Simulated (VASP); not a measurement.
Here is a VASP 6.6.1 calculation.

Contents of INCAR:

```
PREC = Accurate
ENCUT = 520
EDIFF = 1E-6
ISMEAR = -1
SIGMA = 0.02
LREAL = F
LASPH = T
NELM = 100
ALGO = Fast
ISIF = 2
LWAVE = F
LCHARG = F
GGA = PE
NBANDS = 21
```

The input KPOINTS:

```
Automatic mesh
0
Gamma
  8 8 8
```

Contents of POSCAR:

```
Ge
1.0
    0.0000000000      2.8368735121      2.8368735121
    2.9911994312      0.0000000000      2.8368735121
    2.9911994312      2.8368735121      0.0000000000
Ge
2
Direct
    0.0000000000      0.0000000000      0.0000000000
    0.2500000000      0.2500000000      0.2500000000
```

Potentials or basis: VASP PAW PBE potentials, release 64 (Ge_d).

Command:

```bash
$ cat potpaw_PBE.64/Ge_d/POTCAR > POTCAR
$ mpirun -np 1 vasp_std > vasp.out
```

Task: What does it give for the band gap on the k mesh?

Result: None (metal or under the smearing width).

Task: Estimate the pressure.

Result: -0.4 GPa.

Stress tensor (GPa, compression positive):
```
-3.01  0.00  0.00
 0.00  0.84  0.00
 0.00  0.00  0.84
```
